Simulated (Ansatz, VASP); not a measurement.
Two plane-wave programs on AlN

The input INCAR:

```
ALGO = Normal
EDIFF = 1E-6
ENCUT = 520
GGA = PE
ISIF = 2
ISMEAR = 0
LASPH = True
LCHARG = False
LREAL = False
LWAVE = False
NBANDS = 11
NELM = 100
PREC = Accurate
SIGMA = 0.05
```

KPOINTS

```
k-points
0
Gamma
  10 10 10
```

POSCAR

```
AlN
1.0
    0.0000000000      2.2015871044      2.2015871044
    2.2015871044      0.0000000000      2.2015871044
    2.2015871044      2.2015871044      0.0000000000
Al N
1 1
Direct
    0.0000000000      0.0000000000      0.0000000000
    0.7358056945      0.7641943055      0.7641943055
```

Input for Ansatz:

```yaml
crystal:
  lattice:
    - [0.0, 2.2015871006, 2.2015871006]
    - [2.2015871006, 0.0, 2.2015871006]
    - [2.2015871006, 2.2015871006, 0.0]
  atoms:
    - { symbol: Al, position: [0.0, 0.0, 0.0] }
    - { symbol: "N", position: [0.7358056945, 0.7641943055, 0.7641943055] }
basis:
  ecutwfc: 420
kpoints:
  mp_grid: { grid: [10, 10, 10] }
hamiltonian:
  xc: pbe
scf:
  occupations: { method: gaussian, width: 0.05 }
output:
  forces: true
  stress: true
  eigenvalues: true
```

Change from the starting cell: all N atoms moved +0.062 Å, as atom 2 along Cartesian [1 0 0].

Alike in both runs: task single point; functional PBE; k mesh 10 × 10 × 10; occupations gaussian, width 0.05 eV; no spin polarisation.

```csv
,VASP,Ansatz
version,VASP 6.6.1,Ansatz 0.2.0
potentials or method,"VASP PAW PBE potentials, release 64 (Al, N)","scalar-relativistic, plane waves, PAW"
plane-wave cutoff (eV),520,420
valence electrons in the cell,8,8
```

Ansatz gave:

| Item | Value |
| --- | --- |
| gap on the k mesh at the Fermi level (eV) | 3.15 |
| least direct gap on the mesh (eV) | 3.81 |
| pressure (GPa) | 0.4 |
| largest component of the traceless stress (GPa) | 3.77 |
| rms of the force components (eV/Å) | 0.491 |

Estimate VASP's values.

gap on the k mesh at the Fermi level (eV): 3.14; least direct gap on the mesh (eV): 3.82; pressure (GPa): 0.2; largest component of the traceless stress (GPa): 3.78; rms of the force components (eV/Å): 0.492.

Atom by atom the forces differ by 0.001 eV/Å (rms over components). The functional is the same, so the differences come from potentials, cutoffs and numerics.

A k mesh can miss the band edges.
